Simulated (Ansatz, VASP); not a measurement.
## One calculation of Ba, two programs

File INCAR:

```
PREC     = Accurate       # precision mode
ENCUT    = 520            # plane-wave cutoff, eV
EDIFF    = 1E-6           # SCF threshold, eV
ISMEAR   = 1              # smearing method
SIGMA    = 0.1            # smearing width, eV
LREAL    = F              # projectors in reciprocal space
LASPH    = T              # aspherical terms in the spheres
NELM     = 100            # most SCF steps
ALGO     = Normal         # electronic algorithm
ISIF     = 2              # what is computed and relaxed
LWAVE    = F              # write WAVECAR
LCHARG   = F              # write CHGCAR
NBANDS   = 11             # bands
```

File KPOINTS:

```
regular mesh
0
Gamma
  9 9 9
```

POSCAR

```
Ba
1.0
   -2.3789385306      2.3789385306      2.3789385306
    2.3789385306     -2.3789385306      2.3789385306
    2.3789385306      2.3789385306     -2.3789385306
Ba
1
Direct
    0.0000000000      0.0000000000      0.0000000000
```

Input for Ansatz:

```yaml
crystal:
  lattice:
    - [-2.3789385306, 2.3789385306, 2.3789385306]
    - [2.3789385306, -2.3789385306, 2.3789385306]
    - [2.3789385306, 2.3789385306, -2.3789385306]
  atoms:
    - { symbol: Ba, position: [0.0, 0.0, 0.0] }
hamiltonian:
  xc: lda
  pseudopotentials:
    kind: paw
    azcp:
      Ba: "pseudopotentials/Ba.paw.azcp"
basis:
  ecutwfc: 420
  fft_grid_basis: typed
kpoints:
  mp_grid: { grid: [9, 9, 9], shift: [0, 0, 0] }
magnetization:
  spin_polarized: false
scf:
  occupations: { method: cold, width: 0.1 }
  lower_state_search: "off"
output:
  stress: true
  write_density: true
  write_potential: true
  elf: true
  volumetric_format: npy
```

Alike in both runs: task single point; functional LDA; k mesh 9 × 9 × 9; no spin polarisation.

|  | VASP | Ansatz |
| --- | --- | --- |
| version | VASP 6.6.1 | Ansatz 0.2.0 |
| potentials or method | VASP PAW LDA potentials, release 64 (Ba_sv) | plane waves (420 eV) with PAW, scalar-relativistic |
| plane-wave cutoff (eV) | 520 | 420 |
| occupations | methfessel-paxton of order 1, width 0.1 eV | cold, width 0.1 eV |
| valence electrons in the cell | 10 | 10 |

```tsv
	VASP	Ansatz	Ansatz less VASP
pressure (GPa)	0.0	-0.1	-0.10
```

Ansatz warned: «pseudo_functional_mismatch».

Spin-orbit coupling is left out, which matters for the levels of Ba.
